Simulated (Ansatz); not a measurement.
HgSe under changes of volume

One of the cells (28.067 Å³/atom); the others are scaled copies at fixed shape and fractional positions:

```xyz
2
Lattice="0.0000 3.0390 3.0390 3.0390 0.0000 3.0390 3.0390 3.0390 0.0000" Properties=species:S:1:pos:R:3 pbc="T T T"
Hg    0.0000    0.0000    0.0000
Se    4.5585    4.5585    4.5585
```

- Program: Ansatz 0.2.0
- Functional: HISS
- Potentials or basis: Ansatz PAW
- Cutoff: 420 eV (not typed: the program's choice for these potentials)
- k mesh: 4 × 4 × 4
- Occupations: fermi-dirac, width 0.05 eV
- Spin: no spin polarisation

| volume (Å³/atom) | energy over the lowest point (meV/atom) | pressure (GPa) | gap on the mesh (eV) |
| --- | --- | --- | --- |
| 26.383 | 46.89 | 6.5 | 0.32 |
| 26.944 | 27.32 | 4.8 | 0.28 |
| 27.505 | 13.40 | 3.2 | 0.24 |
| 28.067 | ? | ? | ? |
| 28.628 | 0.31 | 0.7 | 0.16 |
| 29.189 | 0.00 | -0.4 | 0.12 |
| 29.751 | 3.20 | -1.4 | 0.08 |

Q: What does the run at 28.067 Å³/atom give?

A: Energy over the lowest point 4.63 meV/atom; pressure 1.9 GPa; gap on the mesh 0.20 eV.

Worked out: A Birch-Murnaghan fit of order 3 (a polynomial in V^(-2/3)) to the other rows has its minimum at 28.95 Å³/atom with B0 = V·E''(V) = 55 GPa and B' = 5.3. It gives 4.61 meV/atom at 28.067 Å³/atom, against the run's 4.63, and -dE/dV = 1.8 GPa, against 1.9.

Energies are extrapolated to zero smearing.

Caveats: all runs use coarse meshes; spin-orbit coupling is left out, which moves the levels of the heavy elements; the PAW data sets come from PBE, with cores solved anew for the run's functional, which leaves a small shift of forces and pressure; the thresholds are loose for stress.
